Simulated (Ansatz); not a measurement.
System: tetradymite Sb₂Te₃. Method: LDA (Ansatz, a quantum-chemistry and plane-wave program, PAW).

Run with plane-wave cutoff 520 eV, 10×10×10 k mesh, Fermi–Dirac smearing 0.01 eV, scalar-relativistic PAW data made under PBE.

Starting structure:

```xyz
5
Lattice="2.1300 1.2298 10.1533 -2.1300 1.2298 10.1533 0.0000 -2.4595 10.1533" Properties=species:S:1:pos:R:3 pbc="T T T"
Sb     0.0000     0.0000    18.3065
Sb     0.0000     0.0000    12.1535
Te     0.0000     0.0000     0.0000
Te     0.0000     0.0000    23.9720
Te     0.0000     0.0000     6.4880
```

Problem. Into what structure does the relaxation of cell and atoms lead at this level, with the symmetry of the start kept?

Solution. The volume falls by 3.7 %; final space group R-3m.
```xyz
5
Lattice="2.1248 1.2268 9.8217 -2.1248 1.2268 9.8217 0.0000 -2.4535 9.8217" Properties=species:S:1:pos:R:3 pbc="T T T"
Sb     0.0000     0.0000    17.7023
Sb     0.0000     0.0000    11.7627
Te     0.0000     0.0000     0.0000
Te     0.0000     0.0000    23.2815
Te     0.0000     0.0000     6.1835
```
